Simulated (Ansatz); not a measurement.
Zn in Ansatz: the effect of target pressure

Zn:

```
CELL_PARAMETERS angstrom
2.67000 0.00000 0.00000
-1.33500 2.31229 0.00000
0.00000 0.00000 4.96600
ATOMIC_POSITIONS crystal
Zn 0.66667 0.33333 0.75000
Zn 0.33333 0.66667 0.25000
```

Alike in all runs:

* Program: Ansatz 0.2.0
* Task: relaxation of cell and atoms
* Functional: PBEsol
* Potentials or basis: Ansatz PAW
* Cutoff: 420 eV (not typed: the program's choice for these potentials)
* k mesh: 11 × 11 × 6
* Occupations: fermi-dirac, width 0.05 eV
* Spin: no spin polarisation

Each run relaxes the cell or the atoms first.

Question: One run gave: relaxed volume 12.80 Å³/atom. Which target pressure did it use?
A. 0 GPa
B. 30 GPa
C. 10 GPa
D. 20 GPa
E. 5 GPa

Answer: C.

```tsv
target pressure	relaxed volume (Å³/atom)
0 GPa	14.03
2 GPa	13.67
5 GPa	13.31
10 GPa	12.80
20 GPa	12.04
30 GPa	11.46
```

Caveats: the plane-wave basis is chosen anew once the cell has moved, so the energies of steps on either side of that aren't comparable; the PAW data sets come from PBE, with cores solved anew for the run's functional, which leaves a small shift of forces and pressure; the volume moved by over 15 % at a fixed basis, so the end points are rough (some runs).
